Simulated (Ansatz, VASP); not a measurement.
**Two plane-wave programs on CuAu**

```
Cu Au
1.0
     2.75483    0.00000    0.00000
     0.00000    2.75483    0.00000
     0.00000    0.00000    3.79134
Cu Au
1 1
Cartesian
  1.3774 1.3774 1.8957
  0.0000 0.0000 0.0000
```

Alike in both runs: task single point; functional PBE; k mesh 18 × 18 × 14; occupations gaussian, width 0.15 eV; no spin polarisation.

|  | VASP | Ansatz |
| --- | --- | --- |
| version | VASP 6.6.1 | Ansatz 0.2.0 |
| potentials or method | VASP PAW PBE potentials, release 64 (Cu, Au) | scalar-relativistic, plane waves, PAW |
| plane-wave cutoff (eV) | 520 | 420 |
| valence electrons in the cell | 22 | 38 |

```tsv
	VASP	Ansatz	Ansatz less VASP
gap on the k mesh at the Fermi level (eV)	none	none	-
pressure (GPa)	7.0	7.1	+0.08
largest component of the traceless stress (GPa)	2.31	2.37	+0.062
```

A gap of «none» marks a metal or a gap that the smearing closes. The two sets of potentials don't hold the same shells in valence.

The runs have no spin-orbit coupling, so splittings on Au are missing.
